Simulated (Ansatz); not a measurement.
The cell of B is invented: 4-connected net of one element (I-42m, No. 121). Lengths were set from tabulated atomic sizes, so they are only a guess.

```
CELL_PARAMETERS angstrom
-2.52141 2.52141 2.26584
2.52141 -2.52141 2.26584
2.52141 2.52141 -2.26584
ATOMIC_POSITIONS crystal
B 0.75543 0.11320 0.23211
B 0.88109 0.52332 0.76789
B 0.11320 0.75543 0.23211
B 0.47668 0.24457 0.35776
B 0.88680 0.11891 0.64224
B 0.52332 0.88109 0.76789
B 0.24457 0.47668 0.35776
B 0.11891 0.88680 0.64224
```

Computed with DFT PBE, scalar-relativistic, plane waves, PAW in Ansatz 0.2.0. Cutoff 420 eV, Gaussian smearing, Γ-centred meshes. Cell and atoms relax first on a coarse mesh and then on a finer one. In between, the cell is made exact in the group found at 0.06 Å. In metals the finer mesh still leaves noise of several meV/atom or more. The steps can't lower the symmetry of their start. No spin polarisation.

A guess keeps its type if space group and coordination stay and the shape of the cell changes little (axis ratios within about 15 %, angles within 6°); the volume may change.

Task: Does this structure survive the relaxation?

Result: It doesn't keep its type. The symmetry goes from I-42m (No. 121) to P4_2/mmc (No. 131), and the primitive cell from 8 to 4 atoms. The volume per atom grows by 6.1 %, from 7.2 to 7.6 Å³. The shortest distance goes from 1.65 Å (B–B) to 1.71 Å (B–B). Counting neighbours within 15 % of an atom's shortest distance, the start has B 4 and the end B 7. In detail, at the end B is surrounded by 1 B at 1.71 Å and 6 B at 1.89 Å.

```
B
1.0
     4.02264    0.00000    0.00000
     0.00000    4.02264    0.00000
     0.00000    0.00000    1.88943
B
4
Direct
  0.50000 0.21311 0.00000
  0.50000 0.78689 0.00000
  0.78689 0.50000 0.50000
  0.21311 0.50000 0.50000
```

Energies count from the standard state of B at the same level.

Task: At what energy does it end?

Result: +0.46 eV/atom. So it is a metastable form at best.

The last run used a 12×12×24 mesh (in the run's order of axes) for its 4-atom cell and Gaussian smearing of 0.10 eV. A later test with randomly moved atoms came back to the same energy, though modes that don't fit the test's cell weren't probed. Another cell of B relaxed alike, in R32, lies 284 meV/atom lower, so this cell isn't the stable form at this level.
